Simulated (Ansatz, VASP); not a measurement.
## Os: VASP beside Ansatz

```
Os
1.0
    -1.53571    1.53571    1.53571
     1.53571   -1.53571    1.53571
     1.53571    1.53571   -1.53571
Os
1
Direct
  0.00000 0.00000 0.00000
```

This isn't the form of Os at room conditions, which is hcp.

Alike in both runs: functional PBE; dispersion D3(BJ); k mesh 20 × 20 × 20; occupations gaussian, width 0.1 eV; no spin polarisation.

Ansatz relaxed the structure, and its values are those at the end. VASP's run is a single point on that final structure, the one shown.

|  | VASP | Ansatz |
| --- | --- | --- |
| version | VASP 6.6.1 | Ansatz 0.2.0 |
| potentials or method | VASP PAW PBE potentials, release 64 (Os) | scalar-relativistic, plane waves, PAW |
| plane-wave cutoff (eV) | 520 | 420 |
| valence electrons in the cell | 8 | 16 |

Ansatz gave:

```
gap on the k mesh at the Fermi level (eV) : none
pressure (GPa)                            : 0.0
```

Task: Estimate VASP's values.

Result: gap on the k mesh at the Fermi level (eV): none; pressure (GPa): 0.2.

A gap of «none» marks a metal or a gap that the smearing closes. With one functional, cell and mesh, what is left measures potentials, basis and numerics. The two sets of potentials don't hold the same shells in valence.

Caveats: pairwise dispersion overbinds metals, which lowers pressure and volume. Spin-orbit coupling is left out, which matters for the levels of Os.
